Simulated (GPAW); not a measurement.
# V (Im-3m) in GPAW: a series of runs

Aim: see how the results for V move with the level of theory and the settings. Levels: r2SCAN, r4SCAN, LDA+U. Tasks: equation of state, band structure.

All numbers are computed with GPAW 26.7.0; they aren't measurements. Logs are shortened: lines on timing, memory, paths and dates and some standing lists are left out, and cuts for length are marked. The log counts tension as positive stress, the text compression.

## (1) The structure

The structure is cubic, space group Im-3m (No. 229). Conventional cell: a = 3.029 Å, b = 3.029 Å, c = 3.029 Å, α = 90.00°, β = 90.00°, γ = 90.00°. V (site symmetry m-3m) has 8 V at 2.62 Å as nearest neighbours.

## (2) Equation of state, r2SCAN, collinear spin, ferromagnetic start

File run.py:

```python
from ase.eos import EquationOfState
from ase.io import Trajectory, read
from ase.units import GPa
from gpaw import GPAW, PW

atoms = read('V.cif')
atoms.set_initial_magnetic_moments([2.0])

traj = Trajectory('eos.traj', 'w')
volumes, energies = [], []
for x in [0.94, 0.96, 0.98, 1.0, 1.02, 1.04, 1.06]:
    a = atoms.copy()
    a.set_cell(atoms.cell * x**(1 / 3), scale_atoms=True)
    calc = GPAW(mode=PW(600),
                xc='MGGA_X_R2SCAN+MGGA_C_R2SCAN',
                kpts={'size': (10, 10, 10), 'gamma': True},
                occupations={'name': 'fermi-dirac', 'width': 0.05},
                nbands=15,
                convergence={'density': 1e-05, 'energy': 1e-05},
                maxiter=150,
                txt=f'eos-{x:.2f}.txt')
    a.calc = calc
    energies.append(a.get_potential_energy(force_consistent=True))
    volumes.append(a.get_volume())
    p = -a.get_stress()[:3].mean() / GPa
    calc.write(f'eos-{x:.2f}.gpw')
    traj.write(a)
    print(f'{x:.2f} {volumes[-1]:10.4f} A^3 {energies[-1]:14.6f} eV {p:9.3f} GPa', flush=True)

v0, e0, B = EquationOfState(volumes, energies, eos='birchmurnaghan').fit()
print(f'V0 = {v0:.4f} A^3, E0 = {e0:.6f} eV, B0 = {B / GPa:.2f} GPa')
```

File V.cif:

```cif
data_V
_cell_length_a 2.62293114
_cell_length_b 2.62293114
_cell_length_c 2.62293114
_cell_angle_alpha 109.47122063
_cell_angle_beta 109.47122063
_cell_angle_gamma 109.47122063
_space_group_name_H-M_alt 'P1'
_space_group_name_Hall 'P 1'
_space_group_IT_number 1
loop_
_space_group_symop_operation_xyz
'x,y,z'
loop_
_atom_site_label
_atom_site_type_symbol
_atom_site_symmetry_multiplicity
_atom_site_Wyckoff_symbol
_atom_site_fract_x
_atom_site_fract_y
_atom_site_fract_z
_atom_site_occupancy
V1 V 1 a 0.0000000000 0.0000000000 0.0000000000 1
```

Potentials or basis: GPAW PAW data sets (gpaw-data 1.2.1), pw.

Run with:

```sh
$ OMP_NUM_THREADS=1 python run.py
```

Log:

```text
__  _  _
 | _ |_)|_||  |
 |__||  | ||/\| - 26.7.0

Input parameters:
  mode=PW(ecut=600.0),
  convergence={'density': 1e-05, 'energy': 1e-05},
  kpts=MonkhorstPack(size=(10, 10, 10), gamma=True),
  maxiter=150,
  nbands=15,
  occupations=Occupations(name='fermi-dirac', width=0.05),
  xc=XC(name='MGGA_X_R2SCAN+MGGA_C_R2SCAN')

Diagonalizing LCAO Hamiltonian
Converting LCAO to pw mode

       V

Atoms  # Å, Bohr magnetons
|   | symbol |        x |        y |        z |    initial magnetic moments |
|---|--------|----------|----------|----------|-----------------------------|
| 0 |      V | 0.000000 | 0.000000 | 0.000000 | ( 0.0000,  0.0000,  2.0000) |

Unit cell  # Å
| periodic |         x |         y |        z |  lengths |     angles |
|----------|-----------|-----------|----------|----------|------------|
|      yes |  2.587482 |  0.000000 | 0.000000 | 2.587482 | 109.471221 |
|      yes | -0.862494 |  2.439501 | 0.000000 | 2.587482 | 109.471221 |
|      yes | -0.862494 | -1.219751 | 2.112670 | 2.587482 | 109.471221 |

Number of symmetries: 48
Symmetry operations  # r_c * U_cc + t_c -> r_c
|    | kind |            matrix            |
|----|------|------------------------------|
|  0 |  σ   |  1, 1, 1,  0, 0,-1,  0,-1, 0 |
|  1 |  C4  |  1, 1, 1,  0, 0,-1, -1, 0, 0 |
|  2 |  C2  |  1, 1, 1,  0,-1, 0,  0, 0,-1 |
|  3 |  S6  |  1, 1, 1,  0,-1, 0, -1, 0, 0 |
|  4 |  S6  |  1, 1, 1, -1, 0, 0,  0, 0,-1 |
|  5 |  C4  |  1, 1, 1, -1, 0, 0,  0,-1, 0 |
|  6 |  E   |  1, 0, 0,  0, 1, 0,  0, 0, 1 |
|  7 |  σ   |  1, 0, 0,  0, 1, 0, -1,-1,-1 |
|  8 |  σ   |  1, 0, 0,  0, 0, 1,  0, 1, 0 |
|  9 |  C3  |  1, 0, 0,  0, 0, 1, -1,-1,-1 |
| 10 |  C3  |  1, 0, 0, -1,-1,-1,  0, 1, 0 |
| 11 |  σ   |  1, 0, 0, -1,-1,-1,  0, 0, 1 |
| 12 |  σ   |  0, 1, 0,  1, 0, 0,  0, 0, 1 |
| 13 |  C2  |  0, 1, 0,  1, 0, 0, -1,-1,-1 |
| 14 |  C3  |  0, 1, 0,  0, 0, 1,  1, 0, 0 |
| 15 |  S4  |  0, 1, 0,  0, 0, 1, -1,-1,-1 |
| 16 |  S4  |  0, 1, 0, -1,-1,-1,  1, 0, 0 |
| 17 |  C3  |  0, 1, 0, -1,-1,-1,  0, 0, 1 |
| 18 |  C3  |  0, 0, 1,  1, 0, 0,  0, 1, 0 |
| 19 |  S4  |  0, 0, 1,  1, 0, 0, -1,-1,-1 |
| 20 |  σ   |  0, 0, 1,  0, 1, 0,  1, 0, 0 |
| 21 |  C3  |  0, 0, 1,  0, 1, 0, -1,-1,-1 |
| 22 |  C2  |  0, 0, 1, -1,-1,-1,  1, 0, 0 |
| 23 |  S4  |  0, 0, 1, -1,-1,-1,  0, 1, 0 |
| 24 |  C4  |  0, 0,-1,  1, 1, 1,  0,-1, 0 |
| 25 |  σ   |  0, 0,-1,  1, 1, 1, -1, 0, 0 |
| 26 |  S6  |  0, 0,-1,  0,-1, 0,  1, 1, 1 |
| 27 |  C2  |  0, 0,-1,  0,-1, 0, -1, 0, 0 |
| 28 |  C4  |  0, 0,-1, -1, 0, 0,  1, 1, 1 |
| 29 |  S6  |  0, 0,-1, -1, 0, 0,  0,-1, 0 |
| 30 |  S6  |  0,-1, 0,  1, 1, 1,  0, 0,-1 |
| 31 |  C4  |  0,-1, 0,  1, 1, 1, -1, 0, 0 |
| 32 |  C4  |  0,-1, 0,  0, 0,-1,  1, 1, 1 |
| 33 |  S6  |  0,-1, 0,  0, 0,-1, -1, 0, 0 |
| 34 |  σ   |  0,-1, 0, -1, 0, 0,  1, 1, 1 |
| 35 |  C2  |  0,-1, 0, -1, 0, 0,  0, 0,-1 |
| 36 |  C2  | -1, 0, 0,  1, 1, 1,  0, 0,-1 |
| 37 |  S6  | -1, 0, 0,  1, 1, 1,  0,-1, 0 |
| 38 |  S6  | -1, 0, 0,  0, 0,-1,  1, 1, 1 |
| 39 |  C2  | -1, 0, 0,  0, 0,-1,  0,-1, 0 |
[... 81 lines left out ...]
Reference energy: -25820.495562  # eV

eigensolver:
  PPCG
  Converge bands: occupied
  niter=2

density mixing:
  MSR1-Mixer
  Pratt-step length: 0.05
  Maximum mixing coefficient: 0.75
  Old densities: 10
  SVD Regularization: 0.005
  Good broyden scale: 1.0
  Trust region scale: 1.0
  Backstep threshold: 4.0
  History deletion threshold: 6.0
  Fourier metric: weight=20.0, sigma=0.015

occupation numbers:
  Fermi-Dirac:
    width: 0.0500  # eV

poisson solver:
  ecut: 4800.0  # eV

xc functional:
  name: MGGA_X_R2SCAN+MGGA_C_R2SCAN with 2 nearest neighbor stencil

convergence criteria:
- Maximum integral of absolute [dens]ity change: 1e-05 electrons / valence electron
- Maximum [total energy] change in last 3 cyles: 1e-05 eV / valence electron
- Maximum integral of absolute [eigenst]ate change: 4e-08 eV^2 / valence electron
maximum number of iterations: 150

SCF iterations
|iter     | |      energy | eigst |  dens |  magmom |
|---------|-|-------------|-------|-------|---------|
|iter:   1| |  -15.396704 | +0.36 |       |  +2.0071|
|iter:   2| |  -12.900688 | -1.69 | -0.83 |  +1.9525|
|iter:   3| |  -13.005394 | -1.80 | -0.87 |  +1.3147|
|iter:   4| |  -13.086008 | -2.06 | -1.26 |  +0.8659|
|iter:   5| |  -13.098847 | -3.17 | -1.66 |  +0.7650|
|iter:   6| |  -13.109962 | -3.10 | -1.86 |  +0.5265|
|iter:   7| |  -13.112700 | -4.25 | -2.36 |  +0.4922|
|iter:   8| |  -13.117407 | -3.31 | -2.42 |  +0.3366|
|iter:   9| |  -13.123635 | -3.11 | -2.45 |  +0.1377|
|iter:  10| |  -13.126543 | -3.03 | -2.49 |  -0.0744|
|iter:  11| |  -13.128027 | -3.30 | -2.48 |  +0.0728|
|iter:  12| |  -13.129700 | -4.25 | -2.65 |  +0.0399|
|iter:  13| |  -13.129352 | -3.71 | -2.88 |  -0.0434|
|iter:  14| |  -13.130015 | -4.38 | -2.73 |  -0.0103|
|iter:  15| |  -13.130049 | -5.51 | -3.43 |  +0.0025|
|iter:  16| |  -13.130048c| -5.75 | -3.74 |  -0.0038|
|iter:  17| |  -13.130054c| -6.84 | -3.77 |  -0.0017|
|iter:  18| |  -13.130056c| -7.30 | -4.08 |  +0.0000|
|iter:  19| |  -13.130056c| -7.85c| -5.04c|  +0.0001|

Converged in 19 steps
Energy contributions relative to reference atoms: (reference = -25820.495562)

Energy contributions:
  Kinetic:          -1.742774
  Coulomb:           0.830796
  Zero:              0.154335
  External:          0.000000
  Xc:              -12.367198
  Entropy:          -0.010429
  Spinorbit:         0.000000
  ----------------------------
  Free energy:     -13.135270
  Extrapolated:    -13.130056

dipole moment: (-2.095696, -2.963761, -5.133385)  # |e|*Ang

Total magnetic moment: (0.000000, 0.000000, 0.000085)

Local magnetic moments
|        x |        y |        z |
|----------|----------|----------|
| 0.000000 | 0.000000 | 0.000007 |  # V    0

Fermi level: 9.584
Eigenvalues  # (at kpt = [0.000, 0.000, 0.000])
| band index |      eig [eV] | occ [0-1] |      eig [eV] | occ [0-1] |
|------------|---------------|-----------|---------------|-----------|
|          0 |       -56.780 |     1.000 |       -56.780 |     1.000 |
|          1 |       -28.917 |     1.000 |       -28.918 |     1.000 |
|          2 |       -28.917 |     1.000 |       -28.917 |     1.000 |
|          3 |       -28.917 |     1.000 |       -28.917 |     1.000 |
|          4 |         2.550 |     1.000 |         2.551 |     1.000 |
|          5 |        10.052 |     0.000 |        10.052 |     0.000 |
|          6 |        10.053 |     0.000 |        10.053 |     0.000 |
|          7 |        10.053 |     0.000 |        10.053 |     0.000 |
|          8 |        12.239 |     0.000 |        12.239 |     0.000 |
|          9 |        12.239 |     0.000 |        12.239 |     0.000 |
|         10 |        31.406 |     0.000 |        31.406 |     0.000 |
|         11 |        31.406 |     0.000 |        31.406 |     0.000 |
|         12 |        31.406 |     0.000 |        31.406 |     0.000 |
|        ... |               |           |               |           |
|         14 |        38.324 |     0.000 |        38.324 |     0.000 |

No gap
No difference between direct/indirect transitions

Stress tensor  # eV/Ang^3
|         x |         y |         z |
|-----------|-----------|-----------|
| -0.016548 |  0.000000 |  0.000000 |
|  0.000000 | -0.016548 |  0.000000 |
|  0.000000 |  0.000000 | -0.016548 |

# Writing to eos-0.96.gpw (mode='')
```

stdout:

```text
0.94    13.0577 A^3     -13.126782 eV     7.168 GPa
0.96    13.3355 A^3     -13.135270 eV     2.651 GPa
0.98    13.6133 A^3     -13.136280 eV    -1.460 GPa
1.00    13.8912 A^3     -13.130487 eV    -5.194 GPa
Traceback (most recent call last):
  File "run.py", line 23, in <module>
  File "ase/atoms.py", line 1968, in get_potential_energy
  File "new/ase_interface.py", line 292, in get_potential_energy
  File "new/ase_interface.py", line 215, in calculate_property
  File "new/ase_interface.py", line 177, in iconverge
  File "new/calculation.py", line 252, in iconverge
  File "new/scf.py", line 130, in iterate
gpaw.KohnShamConvergenceError
```

eos-0.98.txt:

```text
SCF iterations
|iter     | |      energy | eigst |  dens |  magmom |
|---------|-|-------------|-------|-------|---------|
|iter:   1| |  -15.411939 | +0.36 |       |  +2.0071|
|iter:   2| |  -12.911923 | -1.69 | -0.83 |  +1.9528|
|iter:   3| |  -13.010690 | -1.79 | -0.87 |  +1.3225|
|iter:   4| |  -13.089046 | -2.05 | -1.26 |  +0.8811|
[... 62 lines left out ...]
|        ... |               |           |               |           |
|         14 |        37.727 |     0.000 |        37.727 |     0.000 |

No gap
No difference between direct/indirect transitions

Stress tensor  # eV/Ang^3
|         x |         y |         z |
|-----------|-----------|-----------|
|  0.009112 | -0.000000 | -0.000000 |
| -0.000000 |  0.009112 | -0.000000 |
| -0.000000 | -0.000000 |  0.009112 |

# Writing to eos-0.98.gpw (mode='')
```

It took 13 min on 1 thread of Intel Xeon Platinum 8488C (Sapphire Rapids), shared host; peak memory 0.49 GiB.

Energy against volume, from the lowest point:
```csv
volume (Å³/atom),energy (meV/atom)
13.058,9.50
13.336,1.01
13.613,0.00
13.891,5.79
```

Caveat: the PAW data sets were made with another functional, which shifts forces and pressure a little.

## (3) Band structure, r4SCAN, collinear spin, ferromagnetic start

File run.py:

```python
from ase.dft.bandgap import bandgap
from ase.io import read, write
from ase.units import GPa
from gpaw import GPAW, PW

atoms = read('V.cif')
atoms.set_initial_magnetic_moments([2.0])

calc = GPAW(mode=PW(600),
            xc='MGGA_X_R4SCAN+MGGA_C_R2SCAN',
            kpts={'size': (10, 10, 10), 'gamma': True},
            occupations={'name': 'fermi-dirac', 'width': 0.05},
            nbands=15,
            convergence={'density': 1e-05, 'energy': 1e-05},
            maxiter=150,
            txt='gpaw.txt')
atoms.calc = calc
energy = atoms.get_potential_energy()
forces = atoms.get_forces()
stress = atoms.get_stress()
calc.write('gs.gpw')
write('result.traj', atoms)
print(f'Energy: {energy:.6f} eV')
print('Forces (eV/A):')
print(forces.round(4))
print('Stress (GPa):', (stress / GPa).round(3))
print('Moments:', calc.get_magnetic_moments().round(3))
print('Fermi level:', round(calc.get_fermi_level(), 4), 'eV')
print(f'Gap: {bandgap(calc)[0]:.4f} eV, direct: {bandgap(calc, direct=True)[0]:.4f} eV')

path = atoms.cell.bandpath('GHNGPH,PN', npoints=60, eps=1e-4)
bs_calc = calc.fixed_density(kpts=path, symmetry='off', nbands=23,
                             convergence={'bands': 'CBM+6.0', 'eigenstates': 1e-6}, txt='bands.txt')
bs = bs_calc.band_structure()
bs.write('bs.json')
print(f'Gap on the path: {bandgap(bs_calc)[0]:.4f} eV')
```

V.cif is that of step 2.

Potentials or basis: GPAW PAW data sets (gpaw-data 1.2.1), pw.

Run with:

```sh
$ OMP_NUM_THREADS=1 python run.py
```

gpaw.txt:

```text
__  _  _
 | _ |_)|_||  |
 |__||  | ||/\| - 26.7.0

Input parameters:
  mode=PW(ecut=600.0),
  convergence={'density': 1e-05, 'energy': 1e-05},
  kpts=MonkhorstPack(size=(10, 10, 10), gamma=True),
  maxiter=150,
  nbands=15,
  occupations=Occupations(name='fermi-dirac', width=0.05),
  xc=XC(name='MGGA_X_R4SCAN+MGGA_C_R2SCAN')

Diagonalizing LCAO Hamiltonian
Converting LCAO to pw mode

       V

Atoms  # Å, Bohr magnetons
|   | symbol |        x |        y |        z |    initial magnetic moments |
|---|--------|----------|----------|----------|-----------------------------|
| 0 |      V | 0.000000 | 0.000000 | 0.000000 | ( 0.0000,  0.0000,  2.0000) |

Unit cell  # Å
| periodic |         x |         y |        z |  lengths |     angles |
[... 210 lines left out ...]
|        x |        y |         z |
|----------|----------|-----------|
| 0.000000 | 0.000000 | -0.000178 |  # V    0

Fermi level: 9.036
Eigenvalues  # (at kpt = [0.000, 0.000, 0.000])
| band index |      eig [eV] | occ [0-1] |      eig [eV] | occ [0-1] |
|------------|---------------|-----------|---------------|-----------|
|          0 |       -57.220 |     1.000 |       -57.220 |     1.000 |
|          1 |       -29.505 |     1.000 |       -29.505 |     1.000 |
|          2 |       -29.505 |     1.000 |       -29.505 |     1.000 |
|          3 |       -29.505 |     1.000 |       -29.505 |     1.000 |
|          4 |         2.198 |     1.000 |         2.198 |     1.000 |
|          5 |         9.452 |     0.000 |         9.452 |     0.000 |
|          6 |         9.452 |     0.000 |         9.452 |     0.000 |
|          7 |         9.452 |     0.000 |         9.452 |     0.000 |
|          8 |        11.580 |     0.000 |        11.580 |     0.000 |
|          9 |        11.580 |     0.000 |        11.580 |     0.000 |
|         10 |        30.510 |     0.000 |        30.510 |     0.000 |
|         11 |        30.510 |     0.000 |        30.510 |     0.000 |
|         12 |        30.510 |     0.000 |        30.510 |     0.000 |
|        ... |               |           |               |           |
|         14 |        36.946 |     0.000 |        36.946 |     0.000 |

No gap
No difference between direct/indirect transitions

Forces  # eV/Ang
|       x |       y |        z |
|---------|---------|----------|
| 0.00000 | 0.00000 | -0.00000 |  # V    0

Stress tensor  # eV/Ang^3
|         x |         y |         z |
|-----------|-----------|-----------|
|  0.043143 | -0.000000 | -0.000000 |
| -0.000000 |  0.043143 | -0.000000 |
| -0.000000 | -0.000000 |  0.043143 |

# Writing to gs.gpw (mode='')
```

Run time: 4.4 min. Hardware: 1 thread of Intel Xeon Platinum 8488C (Sapphire Rapids), shared host; peak memory 0.25 GiB.

What came out:

```
Free energy             : -14.0683 eV
Pressure                : -6.9 GPa
Band gap along the path : none (metal or under the smearing width)
Net moment              : 0.00 μB per cell
```

Levels at the corners of the path, in eV from the Fermi level:
Spin up:
```
point  band 3  band 4  band 5  band 6  band 7  band 8  band 9  band 10
    Γ  -38.54  -38.54   -6.84    0.42    0.42    0.42    2.54     2.54
    H  -39.12  -39.12   -2.88   -2.88    3.74    3.74    3.74    10.23
    N  -38.81  -38.55   -3.18   -1.12    1.51    2.50    2.89     4.14
    Γ  -38.54  -38.54   -6.84    0.42    0.42    0.42    2.54     2.54
    P  -38.96  -38.96   -1.16   -1.16   -1.16    2.96    2.96    10.54
    H  -39.12  -39.12   -2.88   -2.88    3.74    3.74    3.74    10.23
    P  -38.96  -38.96   -1.16   -1.16   -1.16    2.96    2.96    10.54
    N  -38.81  -38.55   -3.18   -1.12    1.51    2.50    2.89     4.14
```
Spin down:
```tsv
point	band 4	band 5	band 6	band 7	band 8	band 9
Γ	-38.54	-6.84	0.42	0.42	0.42	2.54
H	-39.12	-2.88	-2.88	3.74	3.74	3.74
N	-38.55	-3.18	-1.12	1.51	2.50	2.89
Γ	-38.54	-6.84	0.42	0.42	0.42	2.54
P	-38.96	-1.16	-1.16	-1.16	2.96	2.96
H	-39.12	-2.88	-2.88	3.74	3.74	3.74
P	-38.96	-1.16	-1.16	-1.16	2.96	2.96
N	-38.55	-3.18	-1.12	1.51	2.50	2.89
```

Caveat: the PAW data sets were made with another functional, which shifts forces and pressure a little.

[end of part 1 of 2]
